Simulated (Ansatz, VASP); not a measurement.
# Cross-check of Ga15SiAs16 (Si donor on a Ga site in GaAs) between VASP and Ansatz, part 2 of 2

Wanted: the spread between two codes on one cell, functional and k mesh. Of the first pair: The structure shown is the start of the Ansatz relaxation below; VASP solves that cell, so the two are compared at the walk's first step.

VASP 6.6.1 and Ansatz 0.2.0.

So far. Step 3 (VASP: single point, PBE, start cell, pair 1): The run ends at a pressure of -1.92 GPa, with forces up to 0.60 eV/Å.

**6. VASP: single point, PBE, relaxed atoms in a fixed cell, pair 2**

Level of this step: PBE; plane waves and PAW (Ga_d, Si, As) (VASP).

The same cell, functional, mesh and smearing now go to VASP, with its own data sets.

INCAR

```
SYSTEM = Ga15SiAs16
PREC = Accurate
ENCUT = 400
EDIFF = 1E-06
NELM = 120
ISMEAR = -1
SIGMA = 0.01
LREAL = Auto
ALGO = Normal
GGA = PE
NELECT = 278
NBANDS = 164
LORBIT = 11
LWAVE = .FALSE.
LCHARG = .FALSE.
ISIF = 2
ISYM = 2
LASPH = .TRUE.
GGA_COMPAT = .FALSE.
EFERMI = MIDGAP
KPAR = 2
```

POSCAR

```
Ga15SiAs16
1.0
   -5.7369015800      5.7369015800     -5.7369015800
    5.7369015800      5.7369015800      5.7369015800
    5.7369015800     -5.7369015800     -5.7369015800
Ga Si As
15 1 16
Direct
    0.9973941427      0.0007722218      0.9973941427
    0.9973941427      0.2473941427      0.7507722218
    0.0033780790      0.5000000000      0.5026058573
    0.0033780790      0.7526058573      0.2500000000
    0.2500000000      0.0000000000      0.7500000000
    0.2500000000      0.2533780790      0.5026058573
    0.2500000000      0.7526058573      0.0033780790
    0.4966219210      0.9992277782      0.4966219210
    0.5026058573      0.2533780790      0.2500000000
    0.5026058573      0.5000000000      0.0033780790
    0.4966219210      0.7466219210      0.7492277782
    0.7500000000      0.0000000000      0.2500000000
    0.7507722218      0.2473941427      0.9973941427
    0.7500000000      0.5000000000      0.7500000000
    0.7492277782      0.7466219210      0.4966219210
    0.2500000000      0.5000000000      0.2500000000
    0.9979999162      0.9981621412      0.7481621412
    0.0001622250      0.2501622250      0.5020000838
    0.0063279441      0.5000000000      0.2500000000
    0.0001622250      0.7520000838      0.0001622250
    0.2500000000      0.0018378588      0.4998377750
    0.2500000000      0.2563279441      0.2500000000
    0.2500000000      0.5000000000      0.0063279441
    0.2500000000      0.7498377750      0.7518378588
    0.4998377750      0.0018378588      0.2500000000
    0.5020000838      0.2501622250      0.0001622250
    0.4998377750      0.5000000000      0.7518378588
    0.4936720559      0.7436720559      0.4936720559
    0.7481621412      0.9981621412      0.9979999162
    0.7481621412      0.2479999162      0.7481621412
    0.7518378588      0.5000000000      0.4998377750
    0.7518378588      0.7498377750      0.2500000000
```

KPOINTS

```
Points of the shifted mesh
8
Reciprocal
 0.2500000000  0.2500000000  0.2500000000 1
 0.2500000000  0.2500000000  0.7500000000 1
 0.2500000000  0.7500000000  0.2500000000 1
 0.2500000000  0.7500000000  0.7500000000 1
 0.7500000000  0.2500000000  0.2500000000 1
 0.7500000000  0.2500000000  0.7500000000 1
 0.7500000000  0.7500000000  0.2500000000 1
 0.7500000000  0.7500000000  0.7500000000 1
```

PAW data sets: Ga_d, Si and As (PBE family, release 64).

Command:

```sh
$ mpirun -np 4 vasp_std
```

Output:

```text
[... set-up lines as in an earlier step ...]
 entering main loop
       N       E                     dE             d eps       ncg     rms          rms(c)
DAV:   1     0.294867615012E+04    0.29487E+04   -0.97671E+04  2704   0.199E+03
DAV:   2     0.467660274145E+03   -0.24810E+04   -0.24201E+04  2864   0.570E+02
DAV:   3    -0.745097149541E+02   -0.54217E+03   -0.50329E+03  3112   0.193E+02
DAV:   4    -0.136574347254E+03   -0.62065E+02   -0.60803E+02  3184   0.610E+01
DAV:   5    -0.140113819701E+03   -0.35395E+01   -0.35113E+01  3400   0.157E+01BRMIX: very serious problems
 the old and the new charge density differ
 old charge density:   279.00000 new  278.00000
BRMIX: very serious problems
 the old and the new charge density differ
 old charge density:   279.00000 new  278.00000
    0.118E+01
DAV:   6    -0.138365237506E+03    0.17486E+01   -0.46543E+00  3712   0.117E+01    0.669E+00
DAV:   7    -0.138119093928E+03    0.24614E+00   -0.26557E+00  3124   0.338E+00    0.169E+00
DAV:   8    -0.138125239839E+03   -0.61459E-02   -0.46040E-01  3080   0.351E+00    0.604E-01
DAV:   9    -0.138132078153E+03   -0.68383E-02   -0.67201E-02  2992   0.182E+00    0.257E-01
[...]
DAV:  14    -0.138135631794E+03   -0.61457E-05   -0.39322E-05  2992   0.372E-02    0.501E-03
DAV:  15    -0.138135633754E+03   -0.19601E-05   -0.94996E-06  2784   0.281E-02    0.298E-03
DAV:  16    -0.138135634411E+03   -0.65636E-06   -0.66195E-06  2832   0.709E-03
   1 F= -.13813563E+03 E0= -.13813563E+03  d E =0.000000E+00
```

OUTCAR, selected parts (step 6):

```text
  Total       -8.7384388     -8.7384388     -8.7384388      0.0000000     -0.0000000     -0.0000000
  in kB      -18.5375460    -18.5375460    -18.5375460      0.0000000     -0.0000000     -0.0000000
  external PRESSURE =     -18.5375460 kB  Pullay stress =       0.0000000 kB

 POSITION                                       TOTAL-FORCE (eV/Angst)
 -----------------------------------------------------------------------------------
      0.00443      0.00443    -11.43947         0.000989      0.000989     -0.005785
      0.00443      2.83412     -8.60978         0.000989      0.005785     -0.000989
      5.73247      0.00443     -0.03433        -0.000989      0.000989      0.005785
      5.73247      2.90278      2.86402        -0.000989     -0.005785     -0.000989
      2.86845     -2.86845     -5.73690        -0.000000     -0.000000     -0.000000
      2.90278      0.00443     -2.86402        -0.005785      0.000989      0.000989
      2.90278      5.73247      2.86402        -0.005785     -0.000989     -0.000989
      5.73247      5.73247      0.03433        -0.000989     -0.000989     -0.005785
      0.00443      2.90278     -2.86402         0.000989     -0.005785      0.000989
      0.00443      5.73247     -0.03433         0.000989     -0.000989      0.005785
      5.73247      2.83412     -2.86402        -0.000989      0.005785      0.000989
     -2.86845      2.86845     -5.73690        -0.000000     -0.000000     -0.000000
      2.83412      0.00443     -8.60978         0.005785      0.000989     -0.000989
      2.86845      2.86845     -5.73690        -0.000000     -0.000000     -0.000000
[...]
-----------------------------------------------------------------------------------
    total drift:                               -0.000038     -0.000041      0.000038

  FREE ENERGIE OF THE ION-ELECTRON SYSTEM (eV)
  ---------------------------------------------------
  free  energy   TOTEN  =      -138.1356344105 eV

  energy  without entropy=     -138.1356344105  energy(sigma->0) =     -138.13563441

[... 1 part as in an earlier step ...]

[... 2 further parts left out ...]
[key lines of the parts left out:]
E-fermi :   3.8095
```

The run ends at a pressure of -1.85 GPa, with forces up to 0.015 eV/Å.

**7. Differences**

Compared:

```csv
quantity,Ansatz,VASP,difference
gap on the k mesh (eV),1.691,1.689,+0.002
```

The largest component of a force difference here is 6 meV/Å. A gap on the mesh is an upper bound, since the band edges may lie between its points. The cell carries a charge of +1 e against a uniform background, so its pressure also hangs on how the neutralising background is counted, and in a defect's cell a gap may be the spacing between its levels.

**8. What came out**

```yaml
r_m_s_force_difference_single_point_pbe_start_cell_pair_1: 0.59 meV/Å
difference_in_gap_on_the_k_mesh_single_point_pbe_relaxed_atoms_in_a_fixed_cell_pair_2: 0.0023 eV
```

In words: The r.m.s. force difference is 0.59 meV/Å (single point, PBE, start cell, pair 1), within the 12 meV/Å picked in this series as the mark of a large difference. The data sets hold unlike numbers of valence electrons (438 in Ansatz and 278 in VASP), so part of the differences may come from the potentials. How closely two codes agree says nothing of how well the functional describes the real material.

[Lines on the potential files, build, host, timing and source positions are cut from VASP's logs without a mark.]

[Logs are printed without paths, hosts, clocks, repeated set-up lines and the standing remarks that a program may print on its own settings, such as how far it seeks lower states.]

[Hosts, paths, dates, database ids (printed as entryN), source tags and the programs' standing remarks are cut or masked in the printed files.]
